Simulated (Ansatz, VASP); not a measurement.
PtSe2 in VASP and in Ansatz

```xyz
3
Lattice="4.0219 0.0000 0.0000 -2.0110 3.4831 0.0000 0.0000 0.0000 5.0620" Properties=species:S:1:pos:R:3 pbc="T T T"
Pt    0.0000    0.0000    0.0000
Se    0.0000    2.3221    1.2655
Se    2.0110    1.1610    3.7965
```

Change from the starting cell: strain +0.080 along x and y, +0.000 along z, atoms carried along.

Alike in both runs: task single point; functional LDA; k mesh 15 × 15 × 10; occupations gaussian, width 0.15 eV; no spin polarisation.

```csv
,VASP,Ansatz
version,VASP 6.6.1,Ansatz 0.2.0
potentials or method,"VASP PAW LDA potentials, release 64 (Pt, Se)","scalar-relativistic, plane waves, PAW"
plane-wave cutoff (eV),520,420
valence electrons in the cell,22,50
```

VASP gave:

| Property | Result |
| --- | --- |
| gap on the k mesh at the Fermi level (eV) | none |
| pressure (GPa) | -15.5 |
| largest component of the traceless stress (GPa) | 5.40 |
| rms of the force components (eV/Å) | 0.482 |

Task: Estimate Ansatz's values.

Result: gap on the k mesh at the Fermi level (eV): none; pressure (GPa): -15.7; largest component of the traceless stress (GPa): 5.49; rms of the force components (eV/Å): 0.494.

Atom by atom the forces differ by 0.012 eV/Å (rms over components). A gap of «none» marks a metal or a gap that the smearing closes. The two sets of potentials don't hold the same shells in valence.

Caveats: so large a pressure means that the cell lies far from this level's equilibrium, or that cutoff or potentials fall short (VASP); forces of over 1 eV/Å show positions far from the minimum, so gaps and moduli don't describe the material at rest. The runs have no spin-orbit coupling, so splittings on Pt are missing.
